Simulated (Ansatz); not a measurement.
## PtSe$_{2}$: experiment and calculation

**The experiment to reproduce.**

“Precise Layer-Dependent Electronic Structure of MBE-Grown PtSe2”, 2021, arxiv:2105.03334 quotes, for a bulk crystal of PtSe2: lattice constant a 3.727 Å.

A printed reference work, data compilation reports, for a bulk crystal of PtSe2: lattice constant c 5.0813 Å.

The results are compared with them further down.

Method: DFT PBEsol, scalar-relativistic, plane waves, PAW (Ansatz).

Cutoff 420 eV; k points 12×12×8 on the computed 3-atom cell (Γ-centred); Gaussian smearing, width 0.10 eV; no spin polarisation.

Relaxed structure, symmetry kept:

```cif
data_structure
_symmetry_space_group_name_H-M 'P 1'
_symmetry_Int_Tables_number 1
_cell_length_a 3.7607
_cell_length_b 3.7607
_cell_length_c 4.8633
_cell_angle_alpha 90.000
_cell_angle_beta 90.000
_cell_angle_gamma 120.000
_cell_volume 59.57
loop_
_atom_site_label
_atom_site_type_symbol
_atom_site_fract_x
_atom_site_fract_y
_atom_site_fract_z
_atom_site_occupancy
Pt1 Pt 0.00000 0.00000 0.00000 1
Se1 Se 0.33333 0.66667 0.26068 1
Se2 Se 0.66667 0.33333 0.73932 1
```

| Item | Value |
| --- | --- |
| Space group | P-3m1 (No. 164) |
| Volume per atom | 134.0 bohr³ |
| Formation energy from the elements' standard states (uncorrected) | -0.411 eV/atom |
| Kohn–Sham band gap | none (metal) |
| Density of states at the Fermi level | 0.47 states/eV per cell |
| Löwdin character within 0.5 eV of the Fermi level | Se 4p 61 %, Pt 5d 30 % |
| Bader charges (e) | Pt (1 in the cell) 0.03, Se (2 in the cell) -0.02 |

Spin-orbit coupling is left out, which matters for the bands of heavy elements.

A measured lattice constant a of PtSe2 is 3.727 Å (quoted in the paper above); the calculated 3.761 Å misses it by +0.9 %. Against the measured lattice constant c of PtSe2, 5.0813 Å (a printed reference work, data compilation), the calculated 4.863 Å is off by -4.3 %. The calculation is for 0 K without zero-point motion.